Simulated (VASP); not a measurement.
Input of a VASP 6.6.1 run:

The input INCAR:

```
SYSTEM = Al
PREC = Accurate
ENCUT = 520
EDIFF = 1E-6
ISMEAR = 0
SIGMA = 0.05
LREAL = .FALSE.
LASPH = .TRUE.
NELM = 80
ALGO = Normal
ISIF = 2
LWAVE = .FALSE.
LCHARG = .FALSE.
GGA = RE
IVDW = 1
```

The input Al.cif:

```cif
data_Al
_cell_length_a 3.18243738
_cell_length_b 3.18243738
_cell_length_c 3.18243738
_cell_angle_alpha 90.00000000
_cell_angle_beta 90.00000000
_cell_angle_gamma 90.00000000
_space_group_name_H-M_alt 'Im-3m'
_space_group_name_Hall '-I 4 2 3'
_space_group_IT_number 229
loop_
_space_group_symop_operation_xyz
'x,y,z'
'-x,-y,-z'
'-y,x,z'
'y,-x,-z'
'-x,-y,z'
'x,y,-z'
'y,-x,z'
'-y,x,-z'
'x,-y,-z'
'-x,y,z'
'-y,-x,-z'
'y,x,z'
'-x,y,-z'
'x,-y,z'
'y,x,-z'
'-y,-x,z'
'z,x,y'
'-z,-x,-y'
'z,-y,x'
'-z,y,-x'
'z,-x,-y'
'-z,x,y'
'z,y,-x'
'-z,-y,x'
'-z,x,-y'
'z,-x,y'
'-z,-y,-x'
'z,y,x'
'-z,-x,y'
'z,x,-y'
'-z,y,x'
'z,-y,-x'
'y,z,x'
'-y,-z,-x'
'x,z,-y'
'-x,-z,y'
'-y,z,-x'
'y,-z,x'
'-x,z,y'
'x,-z,-y'
'-y,-z,x'
'y,z,-x'
'-x,-z,-y'
'x,z,y'
'y,-z,-x'
'-y,z,x'
'x,-z,y'
'-x,z,-y'
'x+1/2,y+1/2,z+1/2'
'-x+1/2,-y+1/2,-z+1/2'
'-y+1/2,x+1/2,z+1/2'
'y+1/2,-x+1/2,-z+1/2'
'-x+1/2,-y+1/2,z+1/2'
'x+1/2,y+1/2,-z+1/2'
'y+1/2,-x+1/2,z+1/2'
'-y+1/2,x+1/2,-z+1/2'
'x+1/2,-y+1/2,-z+1/2'
'-x+1/2,y+1/2,z+1/2'
'-y+1/2,-x+1/2,-z+1/2'
'y+1/2,x+1/2,z+1/2'
'-x+1/2,y+1/2,-z+1/2'
'x+1/2,-y+1/2,z+1/2'
'y+1/2,x+1/2,-z+1/2'
'-y+1/2,-x+1/2,z+1/2'
'z+1/2,x+1/2,y+1/2'
'-z+1/2,-x+1/2,-y+1/2'
'z+1/2,-y+1/2,x+1/2'
'-z+1/2,y+1/2,-x+1/2'
'z+1/2,-x+1/2,-y+1/2'
'-z+1/2,x+1/2,y+1/2'
'z+1/2,y+1/2,-x+1/2'
'-z+1/2,-y+1/2,x+1/2'
'-z+1/2,x+1/2,-y+1/2'
'z+1/2,-x+1/2,y+1/2'
'-z+1/2,-y+1/2,-x+1/2'
'z+1/2,y+1/2,x+1/2'
'-z+1/2,-x+1/2,y+1/2'
'z+1/2,x+1/2,-y+1/2'
'-z+1/2,y+1/2,x+1/2'
'z+1/2,-y+1/2,-x+1/2'
'y+1/2,z+1/2,x+1/2'
'-y+1/2,-z+1/2,-x+1/2'
'x+1/2,z+1/2,-y+1/2'
'-x+1/2,-z+1/2,y+1/2'
'-y+1/2,z+1/2,-x+1/2'
'y+1/2,-z+1/2,x+1/2'
'-x+1/2,z+1/2,y+1/2'
'x+1/2,-z+1/2,-y+1/2'
'-y+1/2,-z+1/2,x+1/2'
'y+1/2,z+1/2,-x+1/2'
'-x+1/2,-z+1/2,-y+1/2'
'x+1/2,z+1/2,y+1/2'
'y+1/2,-z+1/2,-x+1/2'
'-y+1/2,z+1/2,x+1/2'
'x+1/2,-z+1/2,y+1/2'
'-x+1/2,z+1/2,-y+1/2'
loop_
_atom_site_label
_atom_site_type_symbol
_atom_site_symmetry_multiplicity
_atom_site_Wyckoff_symbol
_atom_site_fract_x
_atom_site_fract_y
_atom_site_fract_z
_atom_site_occupancy
Al1 Al 2 a 0.0000000000 0.0000000000 0.0000000000 1
```

File KPOINTS:

```
Automatic mesh
0
G
  8 8 8
  0 0 0
```

The input POSCAR:

```
Al
 1.0000000000000000
     3.1824373800000001    0.0000000000000000    0.0000000000000000
     0.0000000000000000    3.1824373800000001    0.0000000000000000
     0.0000000000000000    0.0000000000000000    3.1824373800000001
 Al 
   2
Cartesian
  0.0000000000000000  0.0000000000000000  0.0000000000000000
  1.5912186900000000  1.5912186900000000  1.5912186900000000
```

Potentials or basis: VASP PAW PBE potentials, release 64 (Al).

The run is started by

```sh
$ ase convert -i cif -o vasp Al.cif POSCAR
$ cat potpaw_PBE.64/Al/POTCAR > POTCAR
$ mpirun -np 1 vasp_std > vasp.out
```

Task: What does it give for the pressure?

Result: 4.7 GPa.

Task: Predict the band gap on the k mesh.

Result: None (metal or under the smearing width).

Task: Estimate the dispersion energy per atom.

Result: -0.470 eV.

Caveat: atom-pairwise D2, TS and ULG terms overbind metals; the PAW data sets were made with another functional, which shifts forces and pressure a little; pairwise dispersion overbinds metals, which lowers pressure and volume.
